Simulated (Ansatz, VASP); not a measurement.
**Sr: VASP beside Ansatz**

```
CELL_PARAMETERS angstrom
0.00000 3.04235 3.16404
3.04235 0.00000 3.16404
3.04235 3.04235 0.00000
ATOMIC_POSITIONS crystal
Sr 0.00000 0.00000 0.00000
```

Change from the starting cell: strain +0.000 along x and y, +0.040 along z, atoms carried along.

Alike in both runs: task single point; functional PBEsol; k mesh 10 × 10 × 10; occupations gaussian, width 0.03 eV; no spin polarisation.

|  | VASP | Ansatz |
| --- | --- | --- |
| version | VASP 6.6.1 | Ansatz 0.2.0 |
| potentials or method | VASP PAW PBE potentials, release 64 (Sr_sv) | scalar-relativistic, plane waves, PAW |
| plane-wave cutoff (eV) | 520 | 420 |
| valence electrons in the cell | 10 | 10 |

|  | VASP | Ansatz | Ansatz less VASP |
| --- | --- | --- | --- |
| gap on the k mesh at the Fermi level (eV) | none | none | - |
| pressure (GPa) | -1.2 | -1.2 | -0.01 |
| largest component of the traceless stress (GPa) | 0.10 | 0.10 | -0.002 |

A gap of «none» marks a metal or a gap that the smearing closes.

Caveats: the PAW data sets were made with another functional, which shifts forces and pressure a little (VASP).
